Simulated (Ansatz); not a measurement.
# Co (P6_3/mmc) in Ansatz: further runs

One crystal, Co, is run at these levels: PBE; tasks: single point, equation of state.

All numbers are computed with Ansatz 0.2.0; they aren't measurements. Logs are shortened: lines on timing, memory, paths and dates and some standing lists are left out, and cuts for length are marked.

## 1. The crystal as given

Symmetry: P6_3/mmc, No. 194, hexagonal system. Conventional cell: a = 2.472 Å, b = 2.472 Å, c = 4.021 Å, α = 90.00°, β = 90.00°, γ = 120.00°. Co (site symmetry -6m2) is surrounded by 12 Co at 2.47 Å.

## 2. Single point, PBE, collinear spin, ferromagnetic start, 10.00 Å³/atom (volume scaled by 0.94)

File input.yaml:

```yaml
crystal:
  lattice:
    - [2.4215367659, 0.0, 0.0]
    - [-1.210768383, 2.0971123555, 0.0]
    - [0.0, 0.0, 3.9390568819]
  atoms:
    - { symbol: Co, position: [0.6666666667, 0.3333333333, 0.75], spin: 2.0 }
    - { symbol: Co, position: [0.3333333333, 0.6666666667, 0.25], spin: 2.0 }
hamiltonian:
  xc: pbe
  pseudopotentials: { kind: paw }
magnetization:
  spin_polarized: true
kpoints:
  mp_grid: { grid: [12, 12, 7] }
scf:
  occupations: { method: fermi_dirac, width: 0.05 }
output:
  forces: true
  stress: true
  eigenvalues: true
```

Potentials or basis: Ansatz PAW.

Run with:

```
> ansatz run input.yaml --threads 2 --pin off --max-ram 5632MiB --backend cpu --events-out ev --progress --plain --runs-dir out
```

Output:

```text
Warning: RAYON_NUM_THREADS=2 ignored (pool sized by the plan → 2); use --threads N
Engine: ansatz 0.2.0, aarch64-unknown-linux-gnu
Pseudopotentials: kind: paw
Pseudopotential: Co, paw, valence charge 17, recommended cutoff 420 eV (normal), Co.paw.azcp
Functional definition: PBE
  parameter kappa = 0.804
  parameter beta = 0.06672455060314922
  exchange = pbe_x(kappa = kappa, mu = beta*pi^2/3)
  correlation = pbe_c(beta = beta)
Crystal: 2 atoms, lattice volume = 20.003 Å³
Basis set: ecut = 420 eV, 379 PW (Γ), exchange–correlation on 36×36×54 points (8 copies of the dense FFT grid, shifted against one another)
Bands: 23, of which v1, the nominal top of the filled ones, is band 17 counted from 1 (16 counted from 0)
Symmetry: 24 space group operations
Space group: P63/mmc (ITA 194), of the structure as read, at distance tolerance 2.7e-5 Å
Magnetic group: BNS 194.263 (UNI 1493), of the structure as read, at distance tolerance 2.7e-5 Å
k-points: 76 of 1008
Non-local potential: Co, projectors of the file, l = 0: 3, l = 1: 2, l = 2: 3, l = 3: 1
PAW form: soft (Blöchl's): semilocal exchange-correlation on the pseudo side does not see the compensation charge
PAW one-centre angular grid: Co, 590 points (default); XC on 64 Gauss nodes
Initial density: superposition of atomic densities (chi_scale 0.1, normalization cell)
Starting moments: Σ|m| = 4 μB on 2 of 2 sites
Initial wavefunctions: pseudopotential atomic-orbital guess
Functional: x = pbe(κ = 0.804, μ = 0.2195149727645171), c = pbe(β = 0.06672455060314922)
SCF iter   1: F=—  HF=-10251.442965 eV  |F-HF|=—  |Δ(HF+E_count)|=         —  Δρ=8.88e-2 (↑8.88e-2 ↓7.42e-2)  dr2=2.88e0  dr2_m=8.23e-2  M=3.218 μB ∫|m|=3.339 μB  β_m=0.30  ethr=3.10e-3  ⟨swp⟩=5.2  Hψ=13143  notcnv=0
Mixer restart at iter 1: flushing history
preconditioner: auto → none  [metal: Δε(μ)=0.003 eV  Ē_g=9.771 eV  σ=0.050 eV  W_gap=0.01  n_scr=2 (ndim 8)  ℏωp=35.2 eV  f_vac=0.000  D(μ)=2.26/eV (n_scr^D=34)  sad-step TF]
SCF iter   2: F=—  HF=-10250.557334 eV  |F-HF|=—  |Δ(HF+E_count)|=   8.86e-1  Δρ=2.87e-2 (↑1.61e-2 ↓2.87e-2)  dr2=2.05e-1  dr2_m=3.75e-2  M=3.327 μB ∫|m|=3.491 μB  β_m=0.34  ethr=3.10e-3  ⟨swp⟩=2.7  Hψ=6852  notcnv=0  defer=95
SCF iter   3: F=—  HF=-10251.209637 eV  |F-HF|=—  |Δ(HF+E_count)|=   6.52e-1  Δρ=1.60e-2 (↑1.60e-2 ↓1.11e-2)  dr2=2.56e-2  dr2_m=1.51e-2  M=3.264 μB ∫|m|=3.468 μB  β_m=0.48  ethr=6.02e-4  ⟨swp⟩=2.1  Hψ=4844  notcnv=0  defer=95
SCF iter   4: F=—  HF=-10251.848803 eV  |F-HF|=—  |Δ(HF+E_count)|=   6.39e-1  Δρ=1.40e-2 (↑1.29e-2 ↓1.40e-2)  dr2=6.19e-2  dr2_m=5.57e-3  M=3.169 μB ∫|m|=3.413 μB  β_m=0.74  ethr=7.53e-5  ⟨swp⟩=2.9  Hψ=6545  notcnv=0  defer=95
SCF iter   5: F=—  HF=-10252.178666 eV  |F-HF|=—  |Δ(HF+E_count)|=   3.30e-1  Δρ=7.01e-3 (↑4.68e-3 ↓7.01e-3)  dr2=1.45e-2  dr2_m=7.48e-4  M=3.078 μB ∫|m|=3.354 μB  β_m=0.85  ethr=7.53e-5  ⟨swp⟩=2.4  Hψ=7281  notcnv=0  defer=82
SCF iter   6: F=—  HF=-10252.200965 eV  |F-HF|=—  |Δ(HF+E_count)|=   2.23e-2  Δρ=1.11e-3 (↑1.11e-3 ↓3.15e-4)  dr2=1.14e-4  dr2_m=6.31e-5  M=3.047 μB ∫|m|=3.333 μB  β_m=0.93  ethr=4.26e-5  ⟨swp⟩=2.4  Hψ=6677  notcnv=0  defer=67
SCF iter   7: F=—  HF=-10252.201235 eV  |F-HF|=—  |Δ(HF+E_count)|=   2.70e-4  Δρ=3.56e-4 (↑3.56e-4 ↓3.16e-4)  dr2=9.73e-7  dr2_m=2.00e-5  M=3.044 μB ∫|m|=3.331 μB  β_m=0.96  ethr=3.36e-7  ⟨swp⟩=1.7  Hψ=4331  notcnv=0  defer=63
SCF iter   8: F=—  HF=-10252.201247 eV  |F-HF|=—  |Δ(HF+E_count)|=   1.19e-5  Δρ=1.42e-4 (↑1.42e-4 ↓1.01e-4)  dr2=1.98e-7  dr2_m=2.67e-6  M=3.043 μB ∫|m|=3.330 μB  β_m=0.98  ethr=2.86e-9  ⟨swp⟩=2.2  Hψ=5898  notcnv=0  defer=63
SCF iter   9: F=—  HF=-10252.201247 eV  |F-HF|=—  |Δ(HF+E_count)|=   1.61e-7  Δρ=2.31e-5 (↑2.31e-5 ↓3.61e-6)  dr2=4.19e-8  dr2_m=2.85e-8  M=3.043 μB ∫|m|=3.330 μB  β_m=0.99  ethr=5.81e-10  ⟨swp⟩=2.0  Hψ=5124  notcnv=0  defer=63
SCF iter  10: F=-10252.201247 eV  HF=-10252.201247 eV  |F-HF|=1.54e-9  |Δ(HF+E_count)|=   6.93e-9  Δρ=2.66e-6 (↑1.56e-6 ↓2.66e-6)  dr2=1.97e-9  dr2_m=1.07e-10  M=3.043 μB ∫|m|=3.330 μB  ethr=1.23e-10  ⟨swp⟩=3.7  Hψ=11237  notcnv=0
SCF 1 converged in 10 iterations: F = -10252.201247 eV  dr2 = 1.97e-9
SCF converged after 10 iterations
Magnetization: 3.0434 μB (18.5217 up, 15.4783 down)
Absolute magnetization: 3.3317 μB (∫|ρ↑−ρ↓|, with the PAW one-centre terms)
Spin contamination: 0.0449 ħ² per cell (⟨S²⟩ above its minimum at these occupations)
Per-site moments (μB) at R_I (Å): [(1.5881999200326444, 0.9963096809807415), (1.5881999200326444, 0.9963096809807415)]
Free energy (F): -10252.201247 eV
Harris-Foulkes:  -10252.201247 eV  (|F-HF|=1.54e-9)
Internal energy: -10252.186872 eV  (E = F + TS)
E sigma→0 (E₀):  -10252.194059 eV
Entropy (-TS):   -0.014375 eV (-7.187 meV/atom)
Fermi energy:    20.591636 eV
--- Per-component energies (eV) ---
  E_band       = -427.097932
  E_kinetic    = 912.804701
  E_local      = -5430.944210  (includes V_loc(G=0)·N_el)
  E_nonlocal   = 908.022453
  E_hartree    = 2287.205624
  E_xc         = -319.947892
  E_vxc        = -413.021401  (∫ρ·V_xc dr)
  E_paw        = -3030.897269  (= ΣΔE_a)
  E_vpaw       = -978.375134  (= ΣTr[D̂ρ^β])
  E_aug_tail   = 0.000242  (compensation charges beyond the density's cutoff)
  E_ewald      = -5578.430520
  E_smearing   = -0.014375  (= −TS)
  E_closure    = -0.000000  (closes the sum)
  Σ components = -10252.201247   (vs F -10252.201247, Δ=0.00e0)
--- Forces (eV/Å), atoms counted from 1 ---
  atom   1  Co    -0.00000000    -0.00000000     0.00000000
  atom   2  Co     0.00000000     0.00000000     0.00000000
  max |Σ_I F_I| component: 9.25e-18 eV/Å
--- Stress (GPa, compression-positive) ---
       21.807642       0.000000       0.000000
        0.000000      21.807642       0.000000
        0.000000       0.000000      18.915561
  P = ⅓ Tr σ = 20.8436 GPa (208.436 kbar)
--- Band table (eV; the first three rows and the last of 152) ---
  k-point 0 ↑: bands = ["-75.4916", "-75.4116", "-38.9391", "-38.5596", "-38.5596", "-38.5044", "-38.4987", "-38.4987", "11.0852", "15.0129", "17.8322", "17.8933", "17.8933", "18.2486", "18.2486", "18.6762", "18.6762", "19.9135", "19.9135", "20.3083", "27.5750", "43.1033", "46.3762"]
  k-point 1 ↑: bands = ["-75.4877", "-75.4156", "-38.9179", "-38.5566", "-38.5566", "-38.5263", "-38.5017", "-38.5017", "11.3026", "14.9693", "17.7723", "17.8387", "17.8387", "18.1871", "18.1871", "18.8127", "18.8127", "19.5592", "19.9004", "19.9004", "28.7365", "42.9722", "45.0271"]
  k-point 2 ↑: bands = ["-75.4766", "-75.4267", "-38.8585", "-38.5875", "-38.5481", "-38.5481", "-38.5102", "-38.5102", "11.9328", "14.7093", "17.6221", "17.7726", "17.7726", "18.0405", "18.0405", "18.2920", "19.1073", "19.1073", "19.8351", "19.8351", "31.3515", "41.3702", "43.5249"]
  k-point 75 ↓: bands = ["-73.4384", "-73.4384", "-36.9502", "-36.9502", "-36.8781", "-36.8470", "-36.6669", "-36.6669", "17.5639", "17.6591", "17.6936", "17.6936", "18.6197", "18.6197", "20.1944", "20.4862", "21.7571", "21.7571", "27.3948", "27.3948", "28.5368", "29.8384", "31.7807"]
```

Wall time 2.5 s (2 threads of Arm Neoverse V2, shared host); peak memory 0.34 GiB.

What came out:

```
Free energy            : -10252.2012 eV
Pressure               : 20.8 GPa
Band gap on the k mesh : none (metal or under the smearing width)
Net moment             : 3.04 μB per cell
Absolute moment        : 3.33 μB per cell
Site moments           : Co +1.59 μB
```

## 3. Single point, PBE, collinear spin, ferromagnetic start, 10.21 Å³/atom (volume scaled by 0.96)

input.yaml, as its differences from that of step 2:

```diff
@@ -2,5 +2,5 @@
   lattice:
-    - [2.4215367659, 0.0, 0.0]
-    - [-1.210768383, 2.0971123555, 0.0]
-    - [0.0, 0.0, 3.9390568819]
+    - [2.4385904036, 0.0, 0.0]
+    - [-1.2192952018, 2.1118812389, 0.0]
+    - [0.0, 0.0, 3.9667976331]
   atoms:
@@ -21 +21,5 @@
   eigenvalues: true
+  write_density: true
+  write_potential: true
+  elf: true
+  volumetric_format: npy
```

Potentials or basis: Ansatz PAW.

Run with:

```
> ansatz run input.yaml --threads 2 --pin off --max-ram 5632MiB --backend cpu --events-out ev --progress --plain --runs-dir out
```

It took 3 s on 2 threads of Arm Neoverse V2, shared host; peak memory 0.34 GiB.

Results (log left out):

```
Free energy            : -10252.2485 eV
Pressure               : 14.9 GPa
Band gap on the k mesh : none (metal or under the smearing width)
Net moment             : 3.10 μB per cell
Absolute moment        : 3.40 μB per cell
Site moments           : Co +1.62 μB
```

## 4. Single point, PBE, collinear spin, ferromagnetic start, 10.43 Å³/atom (volume scaled by 0.98)

input.yaml, as its differences from that of step 3:

```diff
@@ -2,5 +2,5 @@
   lattice:
-    - [2.4385904036, 0.0, 0.0]
-    - [-1.2192952018, 2.1118812389, 0.0]
-    - [0.0, 0.0, 3.9667976331]
+    - [2.4554087999, 0.0, 0.0]
+    - [-1.2277044, 2.1264463974, 0.0]
+    - [0.0, 0.0, 3.9941557227]
   atoms:
@@ -21,5 +21 @@
   eigenvalues: true
-  write_density: true
-  write_potential: true
-  elf: true
-  volumetric_format: npy
```

Run with:

```
> ansatz run input.yaml --threads 2 --pin off --max-ram 5632MiB --backend cpu --events-out ev --progress --plain --runs-dir out
```

It took 2.6 s on 2 threads of Arm Neoverse V2, shared host; peak memory 0.34 GiB.

Results (log left out):

```
Free energy            : -10252.2808 eV
Pressure               : 9.6 GPa
Band gap on the k mesh : none (metal or under the smearing width)
Net moment             : 3.16 μB per cell
Absolute moment        : 3.47 μB per cell
Site moments           : Co +1.65 μB
```

## 5. Single point, PBE, collinear spin, ferromagnetic start, 10.64 Å³/atom

input.yaml, as its differences from that of step 4:

```diff
@@ -2,5 +2,5 @@
   lattice:
-    - [2.4554087999, 0.0, 0.0]
-    - [-1.2277044, 2.1264463974, 0.0]
-    - [0.0, 0.0, 3.9941557227]
+    - [2.4719999032, 0.0, 0.0]
+    - [-1.2359999516, 2.1408147143, 0.0]
+    - [0.0, 0.0, 4.02114408]
   atoms:
@@ -21 +21,5 @@
   eigenvalues: true
+  write_density: true
+  write_potential: true
+  elf: true
+  volumetric_format: npy
```

Run with:

```
> ansatz run input.yaml --threads 2 --pin off --max-ram 5632MiB --backend cpu --events-out ev --progress --plain --runs-dir out
```

It took 3 s on 2 threads of Arm Neoverse V2, shared host; peak memory 0.35 GiB.

Results (log left out):

| Property | Result |
| --- | --- |
| Free energy | -10252.2997 eV |
| Pressure | 4.7 GPa |
| Band gap on the k mesh | none (metal or under the smearing width) |
| Net moment | 3.21 μB per cell |
| Absolute moment | 3.53 μB per cell |
| Site moments | Co +1.68 μB |

## 6. Single point, PBE, collinear spin, ferromagnetic start, 10.85 Å³/atom (volume scaled by 1.02)

input.yaml, as its differences from that of step 5:

```diff
@@ -2,5 +2,5 @@
   lattice:
-    - [2.4719999032, 0.0, 0.0]
-    - [-1.2359999516, 2.1408147143, 0.0]
-    - [0.0, 0.0, 4.02114408]
+    - [2.4883712406, 0.0, 0.0]
+    - [-1.2441856203, 2.1549927084, 0.0]
+    - [0.0, 0.0, 4.0477749493]
   atoms:
@@ -21,5 +21 @@
   eigenvalues: true
-  write_density: true
-  write_potential: true
-  elf: true
-  volumetric_format: npy
```

Potentials or basis: Ansatz PAW.

Run with:

```
> ansatz run input.yaml --threads 2 --pin off --max-ram 5632MiB --backend cpu --events-out ev --progress --plain --runs-dir out
```

Run time: 2.4 s. Hardware: 2 threads of Arm Neoverse V2, shared host; peak memory 0.35 GiB.

It converged, with:

```yaml
Free_energy: -10252.3064 eV
Pressure: 0.4 GPa
Band_gap_on_the_k_mesh: none (metal or under the smearing width)
Net_moment: 3.25 μB per cell
Absolute_moment: 3.58 μB per cell
Site_moments: Co +1.70 μB
```

## 7. Single point, PBE, collinear spin, ferromagnetic start, 11.07 Å³/atom (volume scaled by 1.04)

input.yaml, as its differences from that of step 6:

```diff
@@ -2,5 +2,5 @@
   lattice:
-    - [2.4883712406, 0.0, 0.0]
-    - [-1.2441856203, 2.1549927084, 0.0]
-    - [0.0, 0.0, 4.0477749493]
+    - [2.5045299482, 0.0, 0.0]
+    - [-1.2522649741, 2.1689865596, 0.0]
+    - [0.0, 0.0, 4.0740599388]
   atoms:
@@ -21 +21,5 @@
   eigenvalues: true
+  write_density: true
+  write_potential: true
+  elf: true
+  volumetric_format: npy
```

Run with:

```
> ansatz run input.yaml --threads 2 --pin off --max-ram 5632MiB --backend cpu --events-out ev --progress --plain --runs-dir out
```

It took 3 s on 2 threads of Arm Neoverse V2, shared host; peak memory 0.35 GiB.

It converged, with:

```yaml
Free_energy: -10252.3022 eV
Pressure: -3.5 GPa
Band_gap_on_the_k_mesh: none (metal or under the smearing width)
Net_moment: 3.29 μB per cell
Absolute_moment: 3.63 μB per cell
Site_moments: Co +1.72 μB
```

## 8. Single point, PBE, collinear spin, ferromagnetic start, 11.28 Å³/atom (volume scaled by 1.06)

input.yaml, as its differences from that of step 7:

```diff
@@ -2,5 +2,5 @@
   lattice:
-    - [2.5045299482, 0.0, 0.0]
-    - [-1.2522649741, 2.1689865596, 0.0]
-    - [0.0, 0.0, 4.0740599388]
+    - [2.5204827983, 0.0, 0.0]
+    - [-1.2602413992, 2.1828021331, 0.0]
+    - [0.0, 0.0, 4.1000100648]
   atoms:
@@ -21,5 +21 @@
   eigenvalues: true
-  write_density: true
-  write_potential: true
-  elf: true
-  volumetric_format: npy
```

Run with:

```
> ansatz run input.yaml --threads 2 --pin off --max-ram 5632MiB --backend cpu --events-out ev --progress --plain --runs-dir out
```

Wall time 2.5 s (2 threads of Arm Neoverse V2, shared host); peak memory 0.35 GiB.

It converged, with:

```yaml
Free_energy: -10252.2881 eV
Pressure: -7.0 GPa
Band_gap_on_the_k_mesh: none (metal or under the smearing width)
Net_moment: 3.32 μB per cell
Absolute_moment: 3.67 μB per cell
Site_moments: Co +1.74 μB
```

## 9. Equation of state, PBE, collinear spin, ferromagnetic start

Potentials or basis: Ansatz PAW.

No new run: the results of the series are fitted here.

What came out:

| Quantity | Value |
| --- | --- |
| Equilibrium volume | 10.87 Å³/atom |
| Bulk modulus at fixed shape and positions | 208 GPa |
| Pressure derivative of the bulk modulus | 4.2 |

Energy against volume, from the lowest point:
| volume (Å³/atom) | energy (meV/atom) |
| --- | --- |
| 10.002 | 52.57 |
| 10.215 | 28.95 |
| 10.427 | 12.81 |
| 10.640 | 3.37 |
| 10.853 | 0.00 |
| 11.066 | 2.11 |
| 11.279 | 9.15 |

Caveat: the cell was scaled at fixed shape and fractional positions, which overstates the stiffness of a crystal with free parameters, most of all of layers and chains.
